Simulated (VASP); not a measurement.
Wanted: the native input for a VASP 6.6.1 run.

| Property | Result |
| --- | --- |
| Task | single point |
| Functional | PBE |
| Potentials or basis | VASP PAW PBE potentials, release 64 (Ga_d, N) |
| Cutoff | 520 eV |
| k mesh | 10 × 10 × 10 |
| Occupations | gaussian, width 0.02 eV |
| Spin | no spin polarisation |
| Dipole correction | no |
| Further INCAR settings | ALGO = Fast; EDIFF = 1e-06; NBANDS = 16 |

The structure of GaN lies in POSCAR:

```
GaN
1.0
    0.0000000000      2.2742384991      2.2742384991
    2.2742384991      0.0000000000      2.2742384991
    2.2742384991      2.2742384991      0.0000000000
Ga N
1 1
Direct
    0.0000000000      0.0000000000      0.0000000000
    0.7500000000      0.7500000000      0.7500000000
```

The cell is a database's computed one.

The input as run:

INCAR

```
PREC     = Accurate       # precision mode
ENCUT    = 520            # plane-wave cutoff, eV
EDIFF    = 1E-6           # SCF threshold, eV
ISMEAR   = 0              # smearing method
SIGMA    = 0.02           # smearing width, eV
LREAL    = False          # projectors in reciprocal space
LASPH    = True           # aspherical terms in the spheres
NELM     = 80             # most SCF steps
ALGO     = Fast           # electronic algorithm
ISIF     = 2              # what is computed and relaxed
LWAVE    = False          # write WAVECAR
LCHARG   = False          # write CHGCAR
GGA      = PE             # functional
NBANDS   = 16             # bands
```

KPOINTS

```
regular mesh
0
Gamma
  10 10 10
```

Potentials or basis: VASP PAW PBE potentials, release 64 (Ga_d, N).

Run with:

```bash
$ cat potpaw_PBE.64/Ga_d/POTCAR potpaw_PBE.64/N/POTCAR > POTCAR
$ mpirun -np 1 vasp_std > vasp.out
```

It gave:

```yaml
Pressure: 0.0 GPa
Band_gap_on_the_k_mesh: 1.55 eV, direct
```

It took 6.9 s on 1 thread of Intel(R) Xeon(R) 6975P-C (Granite Rapids), on a shared host, peak memory 0.14 GiB.
